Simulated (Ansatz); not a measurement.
# Rh (P6_3/mmc) in Ansatz: further runs

One crystal, Rh, is run at these levels: PBEsol; tasks: single point.

Everything below comes from runs of Ansatz 0.2.0. Logs are shortened: lines on timing, memory, paths and dates and some standing lists are left out, and cuts for length are marked.

## 1. Starting point

It takes space group P6_3/mmc (No. 194, hexagonal). Conventional cell: a = 2.692 Å, b = 2.692 Å, c = 8.798 Å, α = 90.00°, β = 90.00°, γ = 120.00°. Rh (site symmetry -6m2) has 12 Rh at 2.69 Å as nearest neighbours. Rh (site symmetry -3m) has 12 Rh at 2.69 Å as nearest neighbours.

This isn't the form of Rh at room conditions, which is fcc.

## 2. Single point, PBEsol, 12.97 Å³/atom (volume scaled by 0.94)

Contents of input.yaml:

```yaml
crystal:
  lattice:
    - [2.6367956413, 0.0, 0.0]
    - [-1.3183978206, 2.28353201, 0.0]
    - [0.0, 0.0, 8.6184672829]
  atoms:
    - { symbol: Rh, position: [0.6666666667, 0.3333333333, 0.75] }
    - { symbol: Rh, position: [0.0, 0.0, 0.5] }
    - { symbol: Rh, position: [0.3333333333, 0.6666666667, 0.25] }
    - { symbol: Rh, position: [0.0, 0.0, 0.0] }
kpoints:
  mp_grid: { grid: [11, 11, 3] }
scf:
  occupations: { method: fermi_dirac, width: 0.05 }
hamiltonian:
  xc: pbesol
  pseudopotentials: { kind: all_electron, lapw: { basis_error: 0.001 } }
output:
  forces: true
  stress: true
  eigenvalues: true
```

Potentials or basis: all-electron LAPW, scalar-relativistic.

The run is started by

```
$ ansatz run input.yaml --threads 2 --pin off --max-ram 8192MiB --backend cpu --events-out ev --progress --plain --runs-dir out
```

Output:

```text
Warning: RAYON_NUM_THREADS=2 ignored (pool sized by the plan → 2); use --threads N
LAPW: plane waves up to 8.708 Å⁻¹, error target 1.0e-3 eV per atom; small_component_spin mean_spin; Rh in spheres of 1.318 Å, 27 of its electrons in bands, Dirac shells [] (how accurate: hamiltonian.pseudopotentials.lapw.basis_error, Limitations)
Engine: ansatz 0.2.0, aarch64-unknown-linux-gnu
Pseudopotentials: kind: all_electron
Pseudopotential: Rh, LAPW, valence charge 27, lapw/all_electron/scalar/gaussian/Rh, Koelling and Harmon's equation, gaussian nucleus
Functional definition: PBEsol
  exchange = pbesol_x
  correlation = pbesol_c
Crystal: 4 atoms, lattice volume = 51.894 Å³
Basis set: ecut = 288.9117879706856 eV, 587 PW (Γ), exchange–correlation at level 2
Bands: 65, of which v1, the nominal top of the filled ones, is band 54 counted from 1 (53 counted from 0)
Symmetry: 24 space group operations
Space group: P63/mmc (ITA 194), of the structure as read, at distance tolerance 3.7e-5 Å
k-points: 32 of 363
Non-local potential: Rh, projectors of the file, none
Initial density: superposition of atomic densities (chi_scale 0.1, normalization cell)
Initial wavefunctions: plane waves of lowest kinetic energy (no species holds an atomic orbital)
Functional: x = pbesol(κ = 0.804, μ = 0.12345679012345678), c = pbesol(β = 0.046)
iter 1 solved again at ethr=3.88e-4 eV; its pass at ethr=1.00e-1 eV (dr2=4.19e-1 eV) is discarded
SCF iter   1: F=—  HF=-520494.574121 eV  |F-HF|=—  |Δ(HF+E_count)|=         —  Δρ=4.14e-2  dr2=4.21e-1  ethr=3.88e-4  ⟨swp⟩=2.8  Hψ=13424  notcnv=0
preconditioner: auto → Kerker (q_TF=auto, 3.083 Å⁻¹)  [metal: Δε(μ)=0.032 eV  Ē_g=10.488 eV  σ=0.050 eV  W_gap=0.16  n_scr=26 (ndim 8)  ℏωp=30.9 eV  f_vac=0.000  D(μ)=5.53/eV (n_scr^D=66)]
iter 2 solved again at ethr=2.09e-5 eV; its pass at ethr=3.88e-4 eV (dr2=2.25e-2 eV) is discarded
SCF iter   2: F=—  HF=-520492.682129 eV  |F-HF|=—  |Δ(HF+E_count)|=    1.89e0  Δρ=6.92e-3  dr2=2.25e-2  ethr=2.09e-5  ⟨swp⟩=2.0  Hψ=10774  notcnv=0
SCF iter   3: F=—  HF=-520492.541772 eV  |F-HF|=—  |Δ(HF+E_count)|=         —  Δρ=9.34e-3  dr2=4.09e-2  ethr=2.09e-5  ⟨swp⟩=2.0  Hψ=6176  notcnv=0
the basis was enlarged: its passes take 631.5 KiB over the memory plan, 2 of 2 planned eigensolver slots
SCF iter   4: F=—  HF=-520492.569520 eV  |F-HF|=—  |Δ(HF+E_count)|=   2.77e-2  Δρ=1.35e-2  dr2=2.69e-1  ethr=2.09e-5  ⟨swp⟩=2.0  Hψ=6153  notcnv=0  recentre
SCF iter   5: F=—  HF=-520492.527475 eV  |F-HF|=—  |Δ(HF+E_count)|=   4.20e-2  Δρ=3.71e-3  dr2=6.38e-3  ethr=2.09e-5  ⟨swp⟩=2.0  Hψ=5434  notcnv=0
SCF iter   6: F=—  HF=-520492.528022 eV  |F-HF|=—  |Δ(HF+E_count)|=   5.47e-4  Δρ=9.06e-4  dr2=4.29e-4  ethr=5.91e-6  ⟨swp⟩=2.0  Hψ=6055  notcnv=0
SCF iter   7: F=—  HF=-520492.528037 eV  |F-HF|=—  |Δ(HF+E_count)|=   1.47e-5  Δρ=2.79e-4  dr2=8.47e-5  ethr=3.97e-7  ⟨swp⟩=2.0  Hψ=6069  notcnv=0
SCF iter   8: F=—  HF=-520492.528023 eV  |F-HF|=—  |Δ(HF+E_count)|=   1.39e-5  Δρ=7.59e-5  dr2=2.05e-6  ethr=7.84e-8  ⟨swp⟩=2.0  Hψ=6069  notcnv=0
SCF iter   9: F=—  HF=-520492.528022 eV  |F-HF|=—  |Δ(HF+E_count)|=   4.21e-7  Δρ=2.58e-5  dr2=3.37e-7  ethr=1.90e-9  ⟨swp⟩=2.0  Hψ=6069  notcnv=0
SCF iter  10: F=-520492.528022 eV  HF=-520492.528022 eV  |F-HF|=1.72e-8  |Δ(HF+E_count)|=   8.99e-8  Δρ=5.65e-6  dr2=1.94e-8  ethr=3.12e-10  ⟨swp⟩=2.0  Hψ=6069  notcnv=0
SCF 1 converged in 10 iterations: F = -520492.528022 eV  dr2 = 1.94e-8
SCF converged after 10 iterations
Free energy (F): -520492.528022 eV
Harris-Foulkes:  -520492.528022 eV  (|F-HF|=1.72e-8)
Internal energy: -520492.480891 eV  (E = F + TS)
E sigma→0 (E₀):  -520492.504457 eV
Entropy (-TS):   -0.047131 eV (-11.783 meV/atom)
Fermi energy:    26.304825 eV
--- Per-component energies (eV) ---
  E_band       = -10920.560763
  E_kinetic    = 542182.137227
  E_xc         = -14865.340464
  E_electrostatic = -1047809.277654  (all electrons and nuclei)
  E_smearing   = -0.047131  (= −TS)
  E_closure    = 0.000000  (closes the sum)
  E_atoms      = -520460.112260  (free atoms, spherical and without spin; not in F)
  Σ components = -520492.528022   (vs F -520492.528022, Δ=0.00e0)
  Basis errors (estimates in eV, not in F): energy 2.0e-4 per atom: plane waves 1.6e-4 (1.2e-4 summed), levels above the bands 9.3e-110, relativity 2.3e-8, radial functions 3.3e-5, core shells 5.7e-7; eigenvalues (radial functions only) 9.6e-7; not estimated: angular momenta, meshes, grids; target (lapw.basis_error) 1.0e-3; muffin-tin radii Rh 1.318 Å
--- Forces (eV/Å), atoms counted from 1 ---
  atom   1  Rh     0.00000000     0.00000000     0.00000000
  atom   2  Rh     0.00000000     0.00000000    -0.00000000
  atom   3  Rh    -0.00000000    -0.00000000    -0.00000000
  atom   4  Rh    -0.00000000    -0.00000000     0.00000000
  max |Σ_I F_I| component: 2.78e-17 eV/Å
--- Stress (GPa, compression-positive) ---
       14.390679       0.000000      -0.000000
        0.000000      14.390679       0.000000
       -0.000000       0.000000      12.440542
  P = ⅓ Tr σ = 13.7406 GPa (137.406 kbar)
--- Band table (eV; the first three rows and the last of 32) ---
  k-point 0: bands = ["-270.7698", "-270.7698", "-270.7663", "-270.7663", "-270.7654", "-270.7654", "-270.7654", "-270.7654", "-270.7563", "-270.7563", "-270.7563", "-270.7563", "-270.7514", "-270.7514", "-270.7514", "-270.7514", "-270.7389", "-270.7389", "-270.7389", "-270.7389", "-52.7086", "-52.6388", "-52.6333", "-52.5626", "-21.0177", "-20.5762", "-20.5752", "-20.2267", "-20.2267", "-20.1698", "-20.1698", "-20.1611", "-20.1611", "-20.1168", "-20.1037", "-20.1037", "17.7955", "19.6059", "19.6324", "19.6477", "22.7559", "22.7909", "22.8279", "22.8279", "22.8732", "22.8732", "22.8768", "23.2955", "23.2955", "23.4081", "23.4081", "24.7247", "24.7247", "25.3743", "25.3743", "25.9331", "25.9331", "26.7860", "26.7860", "26.8519", "35.4376", "40.6521", "41.7630", "42.0858", "43.2127"]
  k-point 1: bands = ["-270.7698", "-270.7698", "-270.7663", "-270.7663", "-270.7654", "-270.7654", "-270.7654", "-270.7654", "-270.7563", "-270.7563", "-270.7563", "-270.7563", "-270.7514", "-270.7514", "-270.7514", "-270.7514", "-270.7389", "-270.7389", "-270.7389", "-270.7389", "-52.6990", "-52.6725", "-52.5994", "-52.5725", "-20.9594", "-20.7987", "-20.3485", "-20.2186", "-20.2186", "-20.1964", "-20.1964", "-20.1794", "-20.1344", "-20.1344", "-20.1119", "-20.1119", "18.0876", "18.8573", "19.6820", "19.8183", "22.5392", "22.7546", "22.9080", "22.9080", "22.9595", "22.9595", "23.1796", "23.1796", "23.2670", "23.2670", "24.0710", "24.9058", "24.9058", "25.2178", "25.2178", "25.8770", "26.1819", "26.1819", "26.5976", "26.5976", "36.6968", "39.2695", "41.6389", "42.1310", "42.4799"]
  k-point 2: bands = ["-270.7698", "-270.7698", "-270.7663", "-270.7663", "-270.7654", "-270.7654", "-270.7654", "-270.7654", "-270.7563", "-270.7563", "-270.7563", "-270.7563", "-270.7514", "-270.7514", "-270.7514", "-270.7514", "-270.7389", "-270.7389", "-270.7389", "-270.7389", "-52.6984", "-52.6311", "-52.6256", "-52.5576", "-20.9942", "-20.5822", "-20.5817", "-20.2815", "-20.2443", "-20.2125", "-20.2032", "-20.1831", "-20.1744", "-20.1600", "-20.1256", "-20.1126", "18.1051", "19.8472", "19.9191", "19.9369", "22.2585", "22.4943", "22.6770", "22.6933", "22.7940", "23.0453", "23.0506", "23.3475", "23.5310", "23.5547", "23.6245", "24.3602", "24.5038", "25.1323", "25.4620", "25.8223", "25.8987", "26.1132", "26.8244", "28.8595", "35.3756", "41.0447", "42.1785", "42.2232", "43.5312"]
  k-point 31: bands = ["-270.7698", "-270.7698", "-270.7663", "-270.7663", "-270.7654", "-270.7654", "-270.7654", "-270.7654", "-270.7563", "-270.7563", "-270.7562", "-270.7562", "-270.7514", "-270.7514", "-270.7514", "-270.7514", "-270.7389", "-270.7389", "-270.7389", "-270.7389", "-52.5342", "-52.5318", "-52.5226", "-52.5202", "-20.8372", "-20.8227", "-20.7781", "-20.7524", "-20.6528", "-20.6333", "-20.5893", "-20.5310", "-20.4132", "-20.3530", "-20.3268", "-20.3060", "20.5031", "20.5923", "21.1701", "21.1707", "21.3521", "21.5456", "21.7974", "21.9933", "22.6688", "22.8160", "22.9442", "23.2486", "24.2009", "24.3756", "25.1566", "25.3617", "26.3077", "26.5389", "26.6992", "26.8204", "32.4384", "32.7337", "33.5724", "33.5782", "35.0680", "35.9809", "37.0248", "37.2316", "38.8559"]
```

Wall time 24 s (2 threads of Arm Neoverse V2, shared host); peak memory 0.52 GiB.

What came out:

* Free energy: -520492.5280 eV
* Pressure: 13.7 GPa
* Band gap on the k mesh: none (metal or under the smearing width)

## 3. Single point, PBEsol, 13.25 Å³/atom (volume scaled by 0.96)

Changes to input.yaml since step 2:

```diff
@@ -2,5 +2,5 @@
   lattice:
-    - [2.6367956413, 0.0, 0.0]
-    - [-1.3183978206, 2.28353201, 0.0]
-    - [0.0, 0.0, 8.6184672829]
+    - [2.6553652365, 0.0, 0.0]
+    - [-1.3276826182, 2.2996137512, 0.0]
+    - [0.0, 0.0, 8.6791627142]
   atoms:
```

Potentials or basis: all-electron LAPW, scalar-relativistic.

The run is started by

```
$ ansatz run input.yaml --threads 2 --pin off --max-ram 8192MiB --backend cpu --events-out ev --progress --plain --runs-dir out
```

It took 24 s on 2 threads of Arm Neoverse V2, shared host; peak memory 0.52 GiB.

The run converged. Its results:

```
Free energy            : -520492.5972 eV
Pressure               : 6.5 GPa
Band gap on the k mesh : none (metal or under the smearing width)
```

## 4. Single point, PBEsol, 13.53 Å³/atom (volume scaled by 0.98)

Changes to input.yaml since step 3:

```diff
@@ -2,5 +2,5 @@
   lattice:
-    - [2.6553652365, 0.0, 0.0]
-    - [-1.3276826182, 2.2996137512, 0.0]
-    - [0.0, 0.0, 8.6791627142]
+    - [2.6736786789, 0.0, 0.0]
+    - [-1.3368393395, 2.3154736575, 0.0]
+    - [0.0, 0.0, 8.7390209003]
   atoms:
```

The run is started by

```
$ ansatz run input.yaml --threads 2 --pin off --max-ram 8192MiB --backend cpu --events-out ev --progress --plain --runs-dir out
```

It took 24 s on 2 threads of Arm Neoverse V2, shared host; peak memory 0.52 GiB.

Results (log left out):

```
Free energy            : -520492.6195 eV
Pressure               : 0.1 GPa
Band gap on the k mesh : none (metal or under the smearing width)
```

## 5. Single point, PBEsol, 13.80 Å³/atom

Changes to input.yaml since step 4:

```diff
@@ -2,5 +2,5 @@
   lattice:
-    - [2.6736786789, 0.0, 0.0]
-    - [-1.3368393395, 2.3154736575, 0.0]
-    - [0.0, 0.0, 8.7390209003]
+    - [2.6917446234, 0.0, 0.0]
+    - [-1.3458723117, 2.3311192244, 0.0]
+    - [0.0, 0.0, 8.79807013]
   atoms:
```

The run is started by

```
$ ansatz run input.yaml --threads 2 --pin off --max-ram 8192MiB --backend cpu --events-out ev --progress --plain --runs-dir out
```

Wall time 24 s (2 threads of Arm Neoverse V2, shared host); peak memory 0.52 GiB.

The run converged. Its results:

| Property | Result |
| --- | --- |
| Free energy | -520492.6002 eV |
| Pressure | -5.6 GPa |
| Band gap on the k mesh | none (metal or under the smearing width) |

## 6. Single point, PBEsol, 14.08 Å³/atom (volume scaled by 1.02)

Changes to input.yaml since step 5:

```diff
@@ -2,5 +2,5 @@
   lattice:
-    - [2.6917446234, 0.0, 0.0]
-    - [-1.3458723117, 2.3311192244, 0.0]
-    - [0.0, 0.0, 8.79807013]
+    - [2.7095712663, 0.0, 0.0]
+    - [-1.3547856331, 2.34655755, 0.0]
+    - [0.0, 0.0, 8.8563371932]
   atoms:
```

Potentials or basis: all-electron LAPW, scalar-relativistic.

The run is started by

```
$ ansatz run input.yaml --threads 2 --pin off --max-ram 8192MiB --backend cpu --events-out ev --progress --plain --runs-dir out
```

Wall time 24 s (2 threads of Arm Neoverse V2, shared host); peak memory 0.52 GiB.

It converged, with:

```
Free energy            : -520492.5444 eV
Pressure               : -10.5 GPa
Band gap on the k mesh : none (metal or under the smearing width)
```

## 7. Single point, PBEsol, 14.35 Å³/atom (volume scaled by 1.04)

Changes to input.yaml since step 6:

```diff
@@ -2,5 +2,5 @@
   lattice:
-    - [2.7095712663, 0.0, 0.0]
-    - [-1.3547856331, 2.34655755, 0.0]
-    - [0.0, 0.0, 8.8563371932]
+    - [2.7271663779, 0.0, 0.0]
+    - [-1.3635831889, 2.3617953636, 0.0]
+    - [0.0, 0.0, 8.9138474877]
   atoms:
```

The run is started by

```
$ ansatz run input.yaml --threads 2 --pin off --max-ram 8192MiB --backend cpu --events-out ev --progress --plain --runs-dir out
```

Wall time 22 s (2 threads of Arm Neoverse V2, shared host); peak memory 0.52 GiB.

It converged, with:

* Free energy: -520492.4563 eV
* Pressure: -14.9 GPa
* Band gap on the k mesh: none (metal or under the smearing width)

## 8. Single point, PBEsol, 14.63 Å³/atom (volume scaled by 1.06)

Changes to input.yaml since step 7:

```diff
@@ -2,5 +2,5 @@
   lattice:
-    - [2.7271663779, 0.0, 0.0]
-    - [-1.3635831889, 2.3617953636, 0.0]
-    - [0.0, 0.0, 8.9138474877]
+    - [2.7445373327, 0.0, 0.0]
+    - [-1.3722686664, 2.3768390518, 0.0]
+    - [0.0, 0.0, 8.9706251171]
   atoms:
```

The run is started by

```
$ ansatz run input.yaml --threads 2 --pin off --max-ram 8192MiB --backend cpu --events-out ev --progress --plain --runs-dir out
```

Run time: 24 s. Hardware: 2 threads of Arm Neoverse V2, shared host; peak memory 0.52 GiB.

Results (log left out):

| Item | Value |
| --- | --- |
| Free energy | -520492.3398 eV |
| Pressure | -18.8 GPa |
| Band gap on the k mesh | none (metal or under the smearing width) |
